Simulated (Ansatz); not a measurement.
# AlCu3 (Fm-3m) in Ansatz: a series of runs

One crystal, AlCu3, is run at these levels: PBEsol; tasks: relaxation of cell and atoms.

Everything below comes from runs of Ansatz 0.2.0. Logs are shortened: lines on timing, memory, paths and dates and some standing lists are left out, and cuts for length are marked.

### Step 1. The crystal as given

The structure is cubic, space group Fm-3m (No. 225). The conventional cell has a = 5.776 Å, b = 5.776 Å, c = 5.776 Å, α = 90.00°, β = 90.00°, γ = 90.00°. Cu (site symmetry -43m) is surrounded by 4 Al at 2.50 Å and 4 Cu at 2.50 Å. Cu (site symmetry m-3m) is surrounded by 8 Cu at 2.50 Å. Around Al (site symmetry m-3m) lie 8 Cu at 2.50 Å.

The cell comes from a database or a generator and needn't be the stable form of this composition.

### Step 2. Relaxation of cell and atoms, PBEsol, target pressure 5 GPa, at which the enthalpy is minimised

input.yaml reads:

```yaml
crystal:
  lattice:
    - [0.0, 2.888010988, 2.888010988]
    - [2.888010988, 0.0, 2.888010988]
    - [2.888010988, 2.888010988, 0.0]
  atoms:
    - { symbol: Cu, position: [0.75, 0.75, 0.75] }
    - { symbol: Cu, position: [0.25, 0.25, 0.25] }
    - { symbol: Cu, position: [0.5, 0.5, 0.5] }
    - { symbol: Al, position: [0.0, 0.0, 0.0] }
hamiltonian:
  xc: pbesol
  pseudopotentials: { kind: paw }
kpoints:
  mp_grid: { grid: [8, 8, 8] }
scf:
  occupations: { method: fermi_dirac, width: 0.05 }
output:
  forces: true
  stress: true
  eigenvalues: true
relax:
  f_tol: 0.01
  max_steps: 40
  cell: { stress_tol: 0.05, p_target: 5.0 }
```

Potentials or basis: Ansatz PAW.

Run with:

```
$ ansatz run input.yaml --threads 2 --pin off --max-ram 5632MiB --backend cpu --events-out ev --progress --plain --runs-dir out
```

The log of the run:

```text
Warning: RAYON_NUM_THREADS=2 ignored (pool sized by the plan → 2); use --threads N
Engine: ansatz 0.2.0, x86_64-unknown-linux-gnu
Pseudopotentials: kind: paw
Pseudopotential: Cu, paw, valence charge 19, recommended cutoff 420 eV (normal), Cu.paw.azcp
Pseudopotential: Al, paw, valence charge 3, recommended cutoff 420 eV (normal), Al.paw.azcp
Functional definition: PBEsol
  exchange = pbesol_x
  correlation = pbesol_c
Crystal: 4 atoms, lattice volume = 48.176 Å³
Basis set: ecut = 420 eV, 941 PW (Γ), exchange–correlation on 60×60×60 points (8 copies of the dense FFT grid, shifted against one another)
Bands: 36, of which v1, the nominal top of the filled ones, is band 30 counted from 1 (29 counted from 0)
Symmetry: 48 space group operations
Space group: Fm-3m (ITA 225), of the structure as read, at distance tolerance 3.6e-5 Å
k-points: 29 of 512
Non-local potential: Cu, projectors of the file, l = 0: 3, l = 1: 2, l = 2: 3, l = 3: 1
Non-local potential: Al, projectors of the file, l = 0: 2, l = 1: 2, l = 2: 1
PAW form: soft (Blöchl's): semilocal exchange-correlation on the pseudo side does not see the compensation charge
PAW frozen core: Cu, regenerated for the run's functional, and the local potential with it (the file was generated under x = pbe(κ = 0.804, μ = 0.2195149727645171), c = pbe(β = 0.06672455060314922))
PAW frozen core: Al, regenerated for the run's functional, and the local potential with it (the file was generated under x = pbe(κ = 0.804, μ = 0.2195149727645171), c = pbe(β = 0.06672455060314922))
PAW one-centre angular grid: Cu, 590 points (default); XC on 64 Gauss nodes
PAW one-centre angular grid: Al, 110 points (default); XC on 64 Gauss nodes
Initial density: superposition of atomic densities (neutral atoms: chi_scale 0, normalization atom), corrected by the library's trained network
Initial wavefunctions: pseudopotential atomic-orbital guess
Functional: x = pbesol(κ = 0.804, μ = 0.12345679012345678), c = pbesol(β = 0.046)
SCF iter   1: F=—  HF=-20291.602800 eV  |F-HF|=—  |Δ(HF+E_count)|=         —  Δρ=1.34e-2  dr2=4.30e-2  ethr=1.77e-3  ⟨swp⟩=5.4  Hψ=3622  notcnv=0  defer=4
preconditioner: auto → none  [insulator: Δε(μ)=0.265 eV  Ē_g=8.850 eV  σ=0.050 eV  W_gap=0.87  n_scr=14 (ndim 8)  ℏωp=32.1 eV  f_vac=0.000  D(μ)=0.29/eV (n_scr^D=0)  ε∞_Penn≈14.2]
SCF iter   2: F=—  HF=-20291.592559 eV  |F-HF|=—  |Δ(HF+E_count)|=   1.02e-2  Δρ=2.02e-3  dr2=1.21e-3  ethr=7.16e-5  ⟨swp⟩=2.0  Hψ=1904  notcnv=0  defer=35
SCF iter   3: F=—  HF=-20291.591966 eV  |F-HF|=—  |Δ(HF+E_count)|=   5.93e-4  Δρ=7.46e-4  dr2=8.72e-5  ethr=2.02e-6  ⟨swp⟩=2.0  Hψ=1778  notcnv=0  defer=35
SCF iter   4: F=—  HF=-20291.592005 eV  |F-HF|=—  |Δ(HF+E_count)|=   3.92e-5  Δρ=7.38e-5  dr2=1.87e-6  ethr=1.45e-7  ⟨swp⟩=1.0  Hψ=1010  notcnv=0  defer=35
SCF iter   5: F=—  HF=-20291.592005 eV  |F-HF|=—  |Δ(HF+E_count)|=   6.14e-7  Δρ=2.75e-5  dr2=1.97e-7  ethr=3.12e-9  ⟨swp⟩=2.0  Hψ=1642  notcnv=0  defer=35
SCF iter   6: F=-20291.592005 eV  HF=-20291.592005 eV  |F-HF|=2.23e-9  |Δ(HF+E_count)|=   3.50e-8  Δρ=4.35e-6  dr2=4.35e-9  ethr=1.67e-10  ⟨swp⟩=7.3  Hψ=4117  notcnv=0
SCF 1 converged in 6 iterations: F = -20291.592005 eV  dr2 = 4.35e-9
relax step   1: F+E_penalty+E_count = -20291.59200484 eV  Δ(F+E_penalty+E_count) = +0.000e0 eV  max|allowed force component| = 1.966e-17 eV/Å  Δτ_max = 0.0000 Å  P = -0.760 GPa  Ω = 48.176 Å³  (6 SCF iters, dr2 threshold 1.00e-7 eV, accepted)
Crystal: 4 atoms, lattice volume = 47.116 Å³
Initial density: handed on by an earlier stage of this run
Initial wavefunctions: those handed on with the density
iter 1 solved again at ethr=4.78e-5 eV; its pass at ethr=3.10e-3 eV (dr2=2.87e-2 eV) is discarded
SCF iter   1: F=—  HF=-20291.592370 eV  |F-HF|=—  |Δ(HF+E_count)|=         —  Δρ=9.23e-3  dr2=2.89e-2  ethr=4.78e-5  ⟨swp⟩=1.5  Hψ=4564  notcnv=0
[... 29 lines left out ...]
SCF iter   4: F=-20291.571737 eV  HF=-20291.571737 eV  |F-HF|=4.16e-9  |Δ(HF+E_count)|=   6.37e-8  Δρ=4.30e-6  dr2=1.87e-9  ethr=5.02e-10  ⟨swp⟩=2.2  Hψ=1444  notcnv=0
iter 5 did not close the SCF: its close was put off for the readings that it lacked (scf_convergence_deferred on its scf_iter line)
SCF iter   5: F=-20291.571737 eV  HF=-20291.571737 eV  |F-HF|=7.49e-10  |Δ(HF+E_count)|=   5.29e-9  Δρ=1.25e-6  dr2=4.52e-10  ethr=3.11e-12  ⟨swp⟩=2.0  Hψ=1908  notcnv=0
SCF iter   6: F=-20291.571737 eV  HF=-20291.571737 eV  |F-HF|=1.06e-10  |Δ(HF+E_count)|=  1.16e-10  Δρ=5.01e-7  dr2=6.31e-11  ethr=1.00e-12  ⟨swp⟩=1.3  Hψ=2658  notcnv=0
SCF 4 converged in 6 iterations: F = -20291.571737 eV  dr2 = 6.31e-11
relax step   4: F+E_penalty+E_count = -20291.57173679 eV  Δ(F+E_penalty+E_count) = -1.272e-3 eV  max|allowed force component| = 4.626e-17 eV/Å  Δτ_max = 0.0000 Å  P = +5.001 GPa  Ω = 46.487 Å³  energy of the carried Pulay correction = +1.067e-3 eV  (6 SCF iters, dr2 threshold 6.07e-8 eV, accepted)
Basis set: ecut = 420 eV, 893 PW (Γ), exchange–correlation on 54×54×54 points (8 copies of the dense FFT grid, shifted against one another)
Initial wavefunctions: pseudopotential atomic-orbital guess (no wavefunctions were taken with the density)
iter 1 solved again at ethr=4.38e-9 eV; its pass at ethr=3.10e-3 eV (dr2=2.63e-6 eV) is discarded
SCF iter   1: F=—  HF=-20291.570678 eV  |F-HF|=—  |Δ(HF+E_count)|=         —  Δρ=7.96e-5  dr2=3.57e-7  ethr=4.38e-9  ⟨swp⟩=3.6  Hψ=6626  notcnv=0
preconditioner: auto → none  [insulator: Δε(μ)=0.252 eV  Ē_g=9.169 eV  σ=0.050 eV  W_gap=0.85  n_scr=14 (ndim 8)  ℏωp=32.7 eV  f_vac=0.001  D(μ)=0.30/eV (n_scr^D=0)  ε∞_Penn≈13.7]
SCF iter   2: F=—  HF=-20291.570655 eV  |F-HF|=—  |Δ(HF+E_count)|=   2.25e-5  Δρ=4.73e-5  dr2=3.99e-7  ethr=5.95e-10  ⟨swp⟩=2.0  Hψ=1867  notcnv=0
SCF iter   3: F=—  HF=-20291.570656 eV  |F-HF|=—  |Δ(HF+E_count)|=   8.88e-8  Δρ=1.73e-5  dr2=3.79e-8  ethr=5.95e-10  ⟨swp⟩=2.0  Hψ=1458  notcnv=0
SCF iter   4: F=—  HF=-20291.570656 eV  |F-HF|=—  |Δ(HF+E_count)|=   1.01e-8  Δρ=1.68e-6  dr2=2.60e-10  ethr=6.31e-11  ⟨swp⟩=2.0  Hψ=1683  notcnv=0
SCF iter   5: F=—  HF=-20291.570656 eV  |F-HF|=—  |Δ(HF+E_count)|=  2.40e-10  Δρ=4.45e-7  dr2=4.86e-11  ethr=1.00e-12  ⟨swp⟩=2.8  Hψ=1634  notcnv=0
SCF iter   6: F=-20291.570656 eV  HF=-20291.570656 eV  |F-HF|=7.28e-12  |Δ(HF+E_count)|=  1.09e-11  Δρ=7.63e-8  dr2=1.46e-12  ethr=1.00e-12  ⟨swp⟩=4.0  Hψ=3386  notcnv=0
SCF 5 converged in 6 iterations: F = -20291.570656 eV  dr2 = 1.46e-12
relax step   5: F+E_penalty+E_count = -20291.57065550 eV  Δ(F+E_penalty+E_count) = +1.081e-3 eV  max|allowed force component| = 6.476e-17 eV/Å  Δτ_max = 0.0000 Å  P = +5.006 GPa  Ω = 46.487 Å³  stress off target by 5.67e-3 GPa  SCF on the basis re-selected at this cell (its energy is not comparable with the rows above)  (6 SCF iters)
basis re-selected at this cell: Δ(F+E_penalty+E_count) = +1.081e-3 eV, ΔP = +0.005 GPa vs the last step (what re-selecting the basis moved, of the pressure what is left beyond the Pulay correction that the steps carried, after the strain that the cell walked since its last selection, with what the two solves' SCF thresholds leave and, on support functions, any second-order correction that the steps lacked; it is no measure of the basis error at this ecutwfc). The dense FFT grid was sized anew with the basis: this SCF ran on 27×27×27 points, the steps before it on 30×30×30, so part of this shift can come from that change (see relax.cell in the input reference). This SCF's stress stands 5.67e-3 GPa from its target on what of the cell is left free (relax.cell.stress_tol is 5.00e-2 GPa) and its largest allowed force component is 6.48e-17 eV/Å (relax.f_tol is 1.00e-2 eV/Å): within both
SCF converged after 6 iterations
Free energy (F): -20291.570656 eV
Harris-Foulkes:  -20291.570656 eV  (|F-HF|=7.28e-12)
Internal energy: -20291.567472 eV  (E = F + TS)
E sigma→0 (E₀):  -20291.569064 eV
Entropy (-TS):   -0.003184 eV (-0.796 meV/atom)
Fermi energy:    15.981474 eV
--- Per-component energies (eV) ---
  E_band       = -1122.134749
  E_kinetic    = 928.390183
  E_local      = -13704.222827  (includes V_loc(G=0)·N_el)
  E_nonlocal   = 1180.743706
  E_hartree    = 6099.081767
  E_xc         = -310.142364
  E_vxc        = -380.170480  (∫ρ·V_xc dr)
  E_paw        = -5330.032492  (= ΣΔE_a)
  E_vpaw       = -1345.039527  (= ΣTr[D̂ρ^β])
  E_aug_tail   = 0.000646  (compensation charges beyond the density's cutoff)
  E_ewald      = -9156.023836
  E_core_change = 0.637746  (= ΣΔE_core)
  E_smearing   = -0.003184  (= −TS)
  E_closure    = 0.000000  (closes the sum)
  Σ components = -20291.570656   (vs F -20291.570656, Δ=0.00e0)
--- Forces (eV/Å), atoms counted from 1 ---
  atom   1  Cu    -0.00000000     0.00000000     0.00000000
  atom   2  Cu     0.00000000    -0.00000000    -0.00000000
  atom   3  Cu     0.00000000    -0.00000000    -0.00000000
  atom   4  Al     0.00000000    -0.00000000     0.00000000
  max |Σ_I F_I| component: 1.85e-17 eV/Å
--- Stress (GPa, compression-positive) ---
        5.005668       0.000000       0.000000
        0.000000       5.005668      -0.000000
        0.000000      -0.000000       5.005668
  P = ⅓ Tr σ = 5.0057 GPa (50.057 kbar)
--- Band table (eV; the first three rows and the last of 29) ---
  k-point 0: bands = ["-97.0095", "-97.0064", "-96.6939", "-54.5349", "-54.5349", "-54.5349", "-54.5255", "-54.5255", "-54.5255", "-54.2131", "-54.2131", "-54.2131", "5.0309", "11.0667", "11.0667", "11.1724", "11.1724", "11.1724", "12.0366", "12.0366", "12.0366", "13.1347", "13.1347", "13.1347", "13.3393", "13.3393", "13.4501", "13.4501", "19.7534", "19.7534", "19.7534", "20.2701", "20.2701", "20.2701", "21.3893", "22.7405"]
  k-point 1: bands = ["-97.0094", "-97.0066", "-96.6940", "-54.5354", "-54.5347", "-54.5347", "-54.5259", "-54.5259", "-54.5249", "-54.2133", "-54.2129", "-54.2129", "5.2533", "11.0319", "11.0319", "11.0815", "11.3058", "11.3058", "12.0182", "12.0182", "12.0322", "12.9683", "13.0171", "13.0171", "13.3941", "13.3941", "13.4369", "13.4369", "17.5825", "19.1503", "19.1503", "20.4503", "20.9145", "20.9145", "22.1507", "22.4273"]
  k-point 2: bands = ["-97.0090", "-97.0069", "-96.6941", "-54.5353", "-54.5341", "-54.5341", "-54.5268", "-54.5268", "-54.5246", "-54.2138", "-54.2125", "-54.2125", "5.9088", "10.7506", "11.0654", "11.0654", "11.5238", "11.5238", "11.8414", "11.9835", "11.9835", "12.6984", "12.7908", "12.7908", "13.3800", "13.3800", "13.4729", "13.4729", "15.4784", "18.6684", "18.6684", "20.1026", "20.4039", "20.4039", "22.0221", "23.2710"]
  k-point 28: bands = ["-97.0078", "-97.0078", "-96.6942", "-54.5424", "-54.5368", "-54.5315", "-54.5315", "-54.5205", "-54.5205", "-54.2136", "-54.2136", "-54.2108", "9.1969", "10.0098", "10.0098", "10.5317", "11.8713", "11.9116", "11.9485", "11.9485", "12.2280", "12.2280", "12.6763", "12.8152", "13.3792", "13.3792", "13.5511", "13.5611", "13.7454", "13.9668", "13.9668", "21.6818", "21.6818", "21.7902", "21.8935", "27.3318"]
--- Relaxed structure (4 steps of the walk, 4 accepted, 1 SCFs on fresh bases) ---
  F+E_penalty+E_count = -20291.57065550 eV   max|allowed force component| = 6.476e-17 eV/Å   (the final SCF, on the basis selected at the relaxed cell)
  cell:  # Å, volume = 46.4868 Å³
    - [3.5030682424113966e-35, 2.8538632061123383, 2.8538632061123383]
    - [2.8538632061123383, -9.354784561439929e-35, 2.8538632061123383]
    - [2.8538632061123383, 2.8538632061123383, -2.4003979186219067e-34]
  atoms:
    - { symbol: Cu, position: [0.7500000000000001, 0.7500000000000001, 0.7500000000000001] }
    - { symbol: Cu, position: [0.25, 0.25, 0.25] }
    - { symbol: Cu, position: [0.5, 0.5, 0.5] }
    - { symbol: Al, position: [-5.532291699292015e-35, 6.689329751370745e-35, 5.341261026528548e-35] }
```

It took 10 s on 2 threads of Intel Xeon Platinum 8375C at 2.90GHz (Ice Lake), shared host; peak memory 0.4 GiB.

What came out:

```
Free energy                                            : -20291.5707 eV
Relaxed volume                                         : 11.62 Å³/atom
Relaxed cell                                           : a = 4.036 Å, b = 4.036 Å, c = 4.036 Å, α = 60.00°, β = 60.00°, γ = 60.00°
Space group after relaxing (to 0.05 Å)                 : Fm-3m (No. 225)
Energy change on relaxing (the enthalpy is what falls) : +5.3 meV/atom
Ionic steps                                            : 5
Pressure after relaxing                                : 5.0 GPa
Band gap on the k mesh                                 : none (metal or under the smearing width)
```

Step by step:
| step | energy change (eV) | largest force (eV/Å) | volume (Å³) |
| --- | --- | --- | --- |
| 1 | 0.0000 | 0.0000 | 48.18 |
| 2 | 0.0056 | 0.0000 | 47.12 |
| 3 | 0.0215 | 0.0000 | 46.45 |
| 4 | 0.0203 | 0.0000 | 46.49 |
| 5 | 0.0213 | 0.0000 | 46.49 |

Final structure:
```
CELL_PARAMETERS angstrom
0.00000 2.85386 2.85386
2.85386 0.00000 2.85386
2.85386 2.85386 0.00000
ATOMIC_POSITIONS crystal
Cu 0.75000 0.75000 0.75000
Cu 0.25000 0.25000 0.25000
Cu 0.50000 0.50000 0.50000
Al 0.00000 0.00000 0.00000
```

Caveat: the plane-wave basis is chosen anew once the cell has moved, so the energies of steps on either side of that aren't comparable; the PAW data sets come from PBE, with cores solved anew for the run's functional, which leaves a small shift of forces and pressure.

### Step 3. Relaxation of cell and atoms, PBEsol, target pressure 10 GPa, at which the enthalpy is minimised

input.yaml: that of step 2 with these lines changed.

```diff
@@ -24,2 +24,2 @@
   max_steps: 40
-  cell: { stress_tol: 0.05, p_target: 5.0 }
+  cell: { stress_tol: 0.05, p_target: 10.0 }
```

Potentials or basis: Ansatz PAW.

Run with:

```
$ ansatz run input.yaml --threads 2 --pin off --max-ram 5632MiB --backend cpu --events-out ev --progress --plain --runs-dir out
```

Wall time 11 s (2 threads of Intel Xeon Platinum 8375C at 2.90GHz (Ice Lake), shared host); peak memory 0.41 GiB.

It converged, with:

- Free energy: -20291.5134 eV
- Relaxed volume: 11.31 Å³/atom
- Relaxed cell: a = 4.000 Å, b = 4.000 Å, c = 4.000 Å, α = 60.00°, β = 60.00°, γ = 60.00°
- Space group after relaxing (to 0.05 Å): Fm-3m (No. 225)
- Energy change on relaxing (the enthalpy is what falls): +19.6 meV/atom
- Ionic steps: 5
- Pressure after relaxing: 10.0 GPa
- Band gap on the k mesh: none (metal or under the smearing width)

Step by step:
| step | energy change (eV) | largest force (eV/Å) | volume (Å³) |
| --- | --- | --- | --- |
| 1 | 0.0000 | 0.0000 | 48.18 |
| 2 | 0.0297 | 0.0000 | 46.21 |
| 3 | 0.0835 | 0.0000 | 45.15 |
| 4 | 0.0767 | 0.0000 | 45.25 |
| 5 | 0.0786 | 0.0000 | 45.25 |

Final structure:
```
CELL_PARAMETERS angstrom
0.00000 2.82843 2.82843
2.82843 0.00000 2.82843
2.82843 2.82843 0.00000
ATOMIC_POSITIONS crystal
Cu 0.75000 0.75000 0.75000
Cu 0.25000 0.25000 0.25000
Cu 0.50000 0.50000 0.50000
Al 0.00000 0.00000 0.00000
```

Levels at points of the mesh, in eV from the Fermi level:
```tsv
k point	band 26	band 27	band 28	band 29	band 30	band 31	band 32	band 33	band 34	band 35
(0.00, 0.00, 0.00)	-2.71	-2.60	-2.60	3.80	3.80	3.80	4.38	4.38	4.38	5.63
(0.00, 0.00, -0.50)	-2.72	-2.55	-2.55	-2.24	2.67	2.67	3.09	3.09	3.92	5.89
(0.00, -0.50, -0.50)	-2.45	-2.45	-2.40	-2.40	-2.40	-2.17	2.13	2.63	11.18	11.18
```

Caveat: the plane-wave basis is chosen anew once the cell has moved, so the energies of steps on either side of that aren't comparable; the PAW data sets come from PBE, with cores solved anew for the run's functional, which leaves a small shift of forces and pressure.
